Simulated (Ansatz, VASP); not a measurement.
# AlN in two plane-wave programs

Wanted: the spread between two codes on one cell, functional and k mesh. The cell is taken from a series of runs on this material, whose earlier steps may have relaxed, scaled, displaced or heated it; both programs get it as it stands.

Method: plane waves, with VASP 6.6.1 beside it; G0W0 gap at LDA, in Ansatz 0.2.0.

### 1. The starting structure

The structure is cubic, space group F-43m (No. 216). Conventional cell: a = 4.368 Å, b = 4.368 Å, c = 4.368 Å, α = 90.00°, β = 90.00°, γ = 90.00°. Al has 4 N at 1.89 Å nearest. Nearest to N lie 4 Al at 1.89 Å. Farther neighbours and most contacts between anions are not listed.

Structure file:

```cif
data_structure
_symmetry_space_group_name_H-M 'P 1'
_symmetry_Int_Tables_number 1
_cell_length_a 3.0886
_cell_length_b 3.0886
_cell_length_c 3.0886
_cell_angle_alpha 60.000
_cell_angle_beta 60.000
_cell_angle_gamma 60.000
_cell_volume 20.83
loop_
_atom_site_label
_atom_site_type_symbol
_atom_site_fract_x
_atom_site_fract_y
_atom_site_fract_z
_atom_site_occupancy
Al1 Al 0.00000 0.00000 0.00000 1
N2 N 0.75000 0.75000 0.75000 1
```

### 2. Ansatz: G0W0 gap, LDA

Ansatz runs on its default PAW (the set named soft_2) files.

Quasiparticle shifts depend on high empty states and on the cores, so they are the hardest test of two PAW sets.

Input file input.yaml:

```yaml
crystal:
  lattice:
    - [0.0, 2.1839935596, 2.1839935596]
    - [2.1839935596, 0.0, 2.1839935596]
    - [2.1839935596, 2.1839935596, 0.0]
  atoms:
    - { symbol: Al, position: [0.0, 0.0, 0.0] }
    - { symbol: "N", position: [0.75, 0.75, 0.75] }
kpoints:
  mp_grid: { grid: [6, 6, 6] }
hamiltonian:
  xc: lda
scf:
  occupations: { method: fixed }
output:
  eigenvalues: true
gw:
  n_empty_bands: 133
  ecut_chi: 200
  qp_bands: [v2, c2]
  qp_kpoints: band_edges
  screening: { model: contour_deformation }
```

Started as:

```console
$ ansatz run input.yaml --threads 8 --pin off --max-ram 16384MiB --backend cpu --events-out ev --progress --plain --runs-dir out
```

Numbers of over 12 decimals in the logs are rounded to 6 here.

What it wrote:

```text
Engine: ansatz 0.2.0, aarch64-unknown-linux-gnu
Pseudopotentials: kind: paw
Pseudopotential: Al, paw, valence charge 3, recommended cutoff 420 eV (normal), Al.paw.azcp
Pseudopotential: N, paw, valence charge 5, recommended cutoff 420 eV (normal), N.paw.azcp
Functional definition: SPW92
  exchange = slater_x
  correlation = pw_c
Crystal: 2 atoms, lattice volume = 20.835 Å³
Basis set: ecut = 420 eV, 411 PW (Γ)
Bands: 8, of which v1, the nominal top of the filled ones, is band 4 counted from 1 (3 counted from 0)
Symmetry: 24 space group operations
Space group: F-43m (ITA 216), of the structure as read, at distance tolerance 2.8e-5 Å
k-points: 16 of 216 (time reversal used)
Non-local potential: Al, projectors of the file, l = 0: 2, l = 1: 2, l = 2: 1
Non-local potential: N, projectors of the file, l = 0: 2, l = 1: 2, l = 2: 1
PAW form: soft (Blöchl's): semilocal exchange-correlation on the pseudo side does not see the compensation charge
PAW frozen core: Al, regenerated for the run's functional, and the local potential with it (the file was generated under x = pbe(κ = 0.804, μ = 0.219515), c = pbe(β = 0.066725))
PAW frozen core: N, regenerated for the run's functional, and the local potential with it (the file was generated under x = pbe(κ = 0.804, μ = 0.219515), c = pbe(β = 0.066725))
PAW one-centre angular grid: Al, 110 points (default); XC on 64 Gauss nodes
PAW one-centre angular grid: N, 110 points (default); XC on 64 Gauss nodes
Initial density: superposition of atomic densities (neutral atoms: chi_scale 0, normalization atom), corrected by the library's trained network
Initial wavefunctions: pseudopotential atomic-orbital guess
Functional: x = slater, c = lda
SCF iter   1: F=—  HF=-889.811329 eV  |F-HF|=—  |Δ(HF+E_count)|=         —  Δρ=8.73e-3  dr2=1.81e-2  ethr=1.77e-3  ⟨swp⟩=4.7  Hψ=857  notcnv=0  defer=4
preconditioner: auto → none  [insulator: Δε(μ)=3.108 eV  Ē_g=15.149 eV  n_scr=0 (ndim 8)  ℏωp=23.0 eV  f_vac=0.000  ε∞_Penn≈3.3]
SCF iter   2: F=—  HF=-889.806668 eV  |F-HF|=—  |Δ(HF+E_count)|=   4.66e-3  Δρ=4.79e-3  dr2=2.69e-3  ethr=2.26e-4  ⟨swp⟩=2.4  Hψ=309  notcnv=0  defer=30
SCF iter   3: F=—  HF=-889.805801 eV  |F-HF|=—  |Δ(HF+E_count)|=   8.67e-4  Δρ=1.47e-3  dr2=1.76e-4  ethr=3.36e-5  ⟨swp⟩=2.4  Hψ=205  notcnv=0  defer=26
SCF iter   4: F=—  HF=-889.805719 eV  |F-HF|=—  |Δ(HF+E_count)|=   8.18e-5  Δρ=1.03e-4  dr2=9.24e-7  ethr=2.21e-6  ⟨swp⟩=2.8  Hψ=197  notcnv=0  defer=18
iter 5 did not close the SCF: its close was put off for the readings that it lacked (scf_convergence_deferred on its scf_iter line)
SCF iter   5: F=-889.805719 eV  HF=-889.805719 eV  |F-HF|=4.19e-10  |Δ(HF+E_count)|=   1.79e-7  Δρ=5.28e-6  dr2=2.68e-9  ethr=1.15e-8  ⟨swp⟩=1.8  Hψ=146  notcnv=0
SCF iter   6: F=-889.805719 eV  HF=-889.805719 eV  |F-HF|=1.82e-12  |Δ(HF+E_count)|=   1.15e-9  Δρ=2.47e-7  dr2=6.55e-12  ethr=3.35e-11  ⟨swp⟩=2.1  Hψ=569  notcnv=0
SCF 1 converged in 6 iterations: F = -889.805719 eV  dr2 = 6.55e-12
  greatest PAW one-centre occupation: 0.781 electrons in one spin orbital (limit 2), on the N atom at site 1 (counted from 0), in its partial waves of l = 0
NSCF: frozen V_eff on 16 k-points
G₀W₀ screening: q 1/16
G₀W₀ screening: q 2/16 (q-point 6)
G₀W₀ screening: q 3/16 (q-point 7)
G₀W₀ screening: q 4/16 (q-point 8)
G₀W₀ screening: q 5/16 (q-point 11)
G₀W₀ screening: q 6/16 (q-point 14)
G₀W₀ screening: q 7/16 (q-point 15)
G₀W₀ screening: q 8/16 (q-point 9)
G₀W₀ screening: q 9/16 (q-point 12)
G₀W₀ screening: q 10/16 (q-point 16)
G₀W₀ screening: q 11/16 (q-point 2)
G₀W₀ screening: q 12/16 (q-point 3)
G₀W₀ screening: q 13/16 (q-point 5)
G₀W₀ screening: q 14/16 (q-point 10)
G₀W₀ screening: q 15/16 (q-point 4)
G₀W₀ screening: q 16/16 (q-point 13)
G₀W₀ self-energy: k 1/9
G₀W₀ self-energy: k 2/9
G₀W₀ self-energy: k 3/9
G₀W₀ self-energy: k 4/9
G₀W₀ self-energy: k 5/9
G₀W₀ self-energy: k 6/9
G₀W₀ self-energy: k 7/9
G₀W₀ self-energy: k 8/9
G₀W₀ self-energy: k 9/9
NSCF: frozen V_eff on 1 k-points
NSCF: frozen V_eff on 1 k-points
SCF converged after 6 iterations
Free energy (F): -889.805719 eV
Harris-Foulkes:  -889.805719 eV  (|F-HF|=1.82e-12)
Internal energy: -889.805719 eV  (E = F + TS)
E sigma→0 (E₀):  -889.805719 eV
Fermi energy:    6.678284 eV
--- Per-component energies (eV) ---
  E_band       = 13.352759
  E_kinetic    = 158.780658
  E_local      = -223.437543  (includes V_loc(G=0)·N_el)
  E_nonlocal   = 57.497828
  E_hartree    = 76.316671
  E_xc         = -100.519919
  E_vxc        = -107.486157  (∫ρ·V_xc dr)
  E_paw        = -561.975711  (= ΣΔE_a)
  E_vpaw       = -24.635439  (= ΣTr[D̂ρ^β])
  E_aug_tail   = 0.000091  (compensation charges beyond the density's cutoff)
  E_ewald      = -296.603555
  E_core_change = 0.135761  (= ΣΔE_core)
  E_smearing   = -0.000000  (= −TS)
  E_closure    = 0.000000  (closes the sum)
  Σ components = -889.805719   (vs F -889.805719, Δ=0.00e0)
--- Band table (eV; the first three rows and the last of 16) ---
  k-point 0: bands = ["-8.1378", "6.6783", "6.6783", "6.6783", "10.9063", "19.0348", "19.0348", "19.0348"]
  k-point 1: bands = ["-7.7318", "4.8343", "6.5456", "6.5456", "12.2936", "18.1398", "19.1997", "19.1997"]
  k-point 2: bands = ["-6.7174", "2.1169", "6.3050", "6.3050", "13.6217", "16.9450", "18.2269", "18.2269"]
  k-point 15: bands = ["-5.3195", "2.3253", "3.8726", "4.1556", "11.8472", "16.8029", "19.4952", "19.5009"]
--- G₀W₀: contour deformation, 6 samples at zero and on the imaginary axis and 3 off it, 216 q-points, 133 empty bands' worth ---
  eigenvalues of the whole cell's RPA ε∞ on this k-mesh (on a slab, of 1 + 4πα/V) = 4.4626, 4.4626, 4.4626; static W/v taken at q = 0 is 0.224086
  bands read: the sum over 137 bands ends inside a degenerate multiplet in 1 slot, whose members it reads at an even weight; the widest, k=2: bands 137 to 138 (counted from 1) at 1/2 each
  gw.qp_kpoints: band_edges: 9 of 16 stored k-points solved, in 1 pass; an edge of the gap read off the rows below is read off those points alone
    valence top: of the k-points left out ik 4 came nearest to being solved in a further pass, in band 3 (counted from 1, as in the quasiparticle table): it holds the edge there only if its correction is more favourable than any solved in that band by at least 0.522 eV; those differ by 0.152 eV
    conduction bottom: of the k-points left out ik 15 came nearest to being solved in a further pass, in band 5 (counted from 1, as in the quasiparticle table): it holds the edge there only if its correction is more favourable than any solved in that band by at least 1.927 eV; those differ by 0.325 eV
    ik  band        ε_KS         Σx   Σc(E_QP)       V_xc       Z   E_QP_lin       E_QP  E_QP is
     0     3      6.6783   -21.6991     2.9285   -17.8511  0.7757     5.7504     5.7587  root
     0     4      6.6783   -21.6991     2.9285   -17.8511  0.7757     5.7504     5.7587  root
     0     5     10.9063    -9.9171    -4.1048   -14.7687  0.8100    11.6571    11.6531  root
     0     6     19.0348    -6.5757    -5.4533   -13.3129  0.8027    20.3338    20.3187  root
     1     3      6.5456   -21.6908     2.9672   -17.7922  0.7751     5.6054     5.6142  root
     1     4      6.5456   -21.6908     2.9672   -17.7922  0.7751     5.6054     5.6142  root
     1     5     12.2936   -10.1707    -4.3259   -15.3449  0.8013    13.1478    13.1418  root
     1     6     18.1398    -6.9706    -5.4606   -13.6531  0.7950    19.3785    19.3618  root
     2     3      6.3050   -21.7027     3.0409   -17.7101  0.7739     5.3439     5.3534  root
     2     4      6.3050   -21.7027     3.0409   -17.7101  0.7739     5.3439     5.3534  root
     2     5     13.6217    -8.7426    -4.7213   -14.4318  0.8048    14.5985    14.5895  root
     2     6     16.9450    -7.5653    -5.6897   -14.3403  0.7660    18.0514    18.0303  root
     3     3      6.1949   -21.7170     3.0738   -17.6836  0.7733     5.2256     5.2354  root
     3     4      6.1949   -21.7170     3.0738   -17.6836  0.7733     5.2256     5.2354  root
     3     5     13.9504    -7.9937    -4.6958   -13.6933  0.8163    14.9630    14.9542  root
     3     6     16.4457    -7.6315    -5.8594   -14.4994  0.7537    17.4775    17.4542  root
     7     3      4.8403   -20.8823     3.3277   -16.5138  0.7667     3.7853     3.7996  root
     7     4      6.1626   -21.6630     3.0683   -17.6336  0.7734     5.1916     5.2015  root
     7     5     14.5706    -7.5795    -5.0633   -13.6143  0.7896    15.5545    15.5420  root
     7     6     15.4028    -7.2608    -4.9691   -13.2531  0.8074    16.4376    16.4259  root
     8     3      5.4612   -21.0790     3.1910   -16.8773  0.7707     4.4384     4.4505  root
     8     4      6.5460   -21.7947     2.9772   -17.8881  0.7748     5.6079     5.6166  root
     8     5     13.6115    -9.7250    -4.7403   -15.4182  0.7914    14.5738    14.5643  root
     8     6     17.3321    -6.4499    -5.4120   -12.9660  0.7921    18.4468    18.4362  root
[...]
10     3      4.1280   -20.3590     3.4427   -15.8442  0.7624     3.0386     3.0560  root
    10     4      5.1715   -21.2422     3.2966   -16.9052  0.7685     4.1179     4.1312  root
    10     5     11.2818    -6.5067    -4.1867   -11.4479  0.8207    12.0408    12.0364  root
    10     6     16.1271    -6.7529    -4.8889   -12.7497  0.8159    17.2474    17.2349  root
    12     3      4.8925   -21.1698     3.3657   -16.7442  0.7667     3.8180     3.8326  root
    12     4      4.8925   -21.1698     3.3657   -16.7442  0.7667     3.8180     3.8326  root
    12     5      9.9197    -5.9330    -3.9786   -10.5903  0.8293    10.6015    10.5984  root
    12     6     15.0962    -6.1148    -4.6394   -11.8102  0.8307    16.1618    16.1523  root
```

The column dr2 measures how far the density is from self-consistency, as an energy; F and HF (Harris–Foulkes) agree once it is small.

(Part 1 of 2 ends here.)

[Lines on the potential files, build, host, timing and source positions are cut from VASP's logs without a mark.]

[Logs are printed without paths, hosts, clocks, repeated set-up lines and the standing remarks that a program may print on its own settings, such as how far it seeks lower states.]

[Hosts, paths, dates, database ids (printed as entryN), source tags and the programs' standing remarks are cut or masked in the printed files.]
